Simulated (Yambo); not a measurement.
NaCl:

```xyz
2
Lattice="3.5022 0.0000 0.0000 0.0000 3.5022 0.0000 0.0000 0.0000 3.5022" Properties=species:S:1:pos:R:3 pbc="T T T"
Cl    1.7511    1.7511    1.7511
Na    0.0000    0.0000    0.0000
```

Measurements of this composition are mostly on another form, of space group No. 225.

Base run:

- Program: Yambo 5.3.0
- Functional: LDA
- Potentials or basis: PseudoDojo 0.4.1 SR LDA standard
- Cutoff: 1197 eV
- Density cutoff: 4789 eV
- k mesh: 6 × 6 × 6
- Occupations: fixed
- Spin: no spin polarisation

Its results: band gap on the k mesh, mean-field level 3.60 eV, indirect (least direct gap 4.11 eV).

**Question.** The run is repeated on the same cell with these changes: functional from LDA to PBEsol; potentials or basis from PseudoDojo 0.4.1 SR LDA standard to PseudoDojo 0.4.1 SR PBEsol standard. What comes out?

**Answer.** Band gap on the k mesh, mean-field level 3.84 eV, indirect (least direct gap 4.34 eV).

A k mesh can miss the band edges.
